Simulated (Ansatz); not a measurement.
Crystal: TePt.

```xyz
4
Lattice="1.9816 1.1441 6.6610 -1.9816 1.1441 6.6610 0.0000 -2.2881 6.6610" Properties=species:S:1:pos:R:3 pbc="T T T"
Pt    0.0000    0.0000    2.5911
Pt    0.0000    0.0000   17.3920
Te    0.0000    0.0000    8.0332
Te    0.0000    0.0000   11.9499
```

Base run:

```yaml
Program: Ansatz 0.2.0
Functional: PBEsol
Potentials_or_basis: all-electron PAW datasets made for the crystal
Cutoff: 260 eV
Density_cutoff: 1040 eV
k_mesh: 8 × 8 × 8
Occupations: fermi-dirac, width 0.05 eV
Spin: no spin polarisation
```

Its results: pressure -0.3 GPa; largest force 0.193 eV/Å.

Task: The run is repeated on the same cell with these changes: potentials or basis from all-electron PAW datasets made for the crystal to all-electron LAPW, non-relativistic; cutoff from 260 eV to 287 eV; density cutoff from 1040 eV to 1149 eV. What comes out?

Result: Pressure 11.6 GPa; largest force 1.350 eV/Å.

Caveats: relativity is left out, which matters for the heavier elements (some runs); forces of over 1 eV/Å show positions far from the minimum, so gaps and moduli don't describe the material at rest (some runs).

Not every run made on this cell is shown here.
